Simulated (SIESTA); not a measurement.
The system is Sn.

```
Sn
1.0
    -1.72654    1.77555    2.33834
     1.72654   -1.77555    2.33834
     1.72654    1.77555   -2.33834
Sn
1
Cartesian
  0.0000 0.0000 0.0000
```

This isn't the form of Sn at room conditions, which is tetragonal (white tin).

Base run:

| Item | Value |
| --- | --- |
| Program | SIESTA 5.4.2 |
| Functional | PBEsol |
| Potentials or basis | PseudoDojo 0.4 standard (PBEsol files) |
| Basis | TZP (energy shift 0.003 Ry; two zetas on semicore shells) |
| Grid cutoff | 500 Ry |
| Energy shift | 0.003 Ry |
| k mesh | 11 × 11 × 11 |
| Occupations | fermi-dirac, width 0.05 eV |
| Spin | no spin polarisation |

Its results: band gap on the k mesh none (metal or under the smearing width); pressure -3.2 GPa.

Question: The run is repeated on the same cell with these changes: basis from TZP (energy shift 0.003 Ry; two zetas on semicore shells) to SZP (energy shift 0.003 Ry). What comes out?

Answer: Band gap on the k mesh none (metal or under the smearing width); pressure -1.9 GPa.

Caveats: spin-orbit coupling is left out, which moves the levels of the heavy elements; the basis of atomic orbitals isn't converged, which shifts pressures, moduli and gaps.
